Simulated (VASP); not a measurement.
**Te2Pt (Moncheite): single point with PBE**

Crystal: Te2Pt (Moncheite).

```
Pt Te
1.0
     4.01000    0.00000    0.00000
    -2.00500    3.47276    0.00000
     0.00000    0.00000    5.20100
Pt Te
1 2
Direct
  0.00000 0.00000 0.00000
  0.66667 0.33333 0.75000
  0.33333 0.66667 0.25000
```

- Program: VASP 6.6.1
- Task: single point
- Functional: PBE
- Potentials or basis: VASP PAW PBE potentials, release 64 (Pt_GW, Te_GW)
- Cutoff: 450 eV
- k mesh: 4 × 4 × 3
- Occupations: gaussian, width 0.02 eV
- Spin: no spin polarisation

```
Pressure               : 8.2 GPa
Largest force          : 0.773 eV/Å
Band gap on the k mesh : none (metal or under the smearing width)
```

Forces in eV/Å, atoms in the order of the input:
```
Pt   0.000  0.000  0.000
Te   0.000  0.000 -0.773
Te   0.000  0.000  0.773
```

Stress tensor (GPa, compression positive):
```
9.04 0.00 0.00
0.00 9.04 0.00
0.00 0.00 6.43
```

Levels at points of the mesh, in eV from the Fermi level:
| k point | band 7 | band 8 | band 9 | band 10 | band 11 | band 12 | band 13 | band 14 | band 15 |
| --- | --- | --- | --- | --- | --- | --- | --- | --- | --- |
| (0.00, 0.00, 0.00) | -4.17 | -2.91 | -0.72 | -0.72 | 1.03 | 1.03 | 1.24 | 2.57 | 4.25 |
| (0.50, 0.00, 0.00) | -3.88 | -3.83 | -3.71 | -3.63 | -3.08 | 0.09 | 2.47 | 3.57 | 5.18 |

It took 7.5 s on 1 thread of AMD EPYC 9R45 (Zen 5) (shared host), peak memory 0.14 GiB.

Caveat: the k mesh is coarse (spacing up to 0.45 Å⁻¹), so the values aren't converged. Spin-orbit coupling is left out, which matters for the levels of Pt, Te.
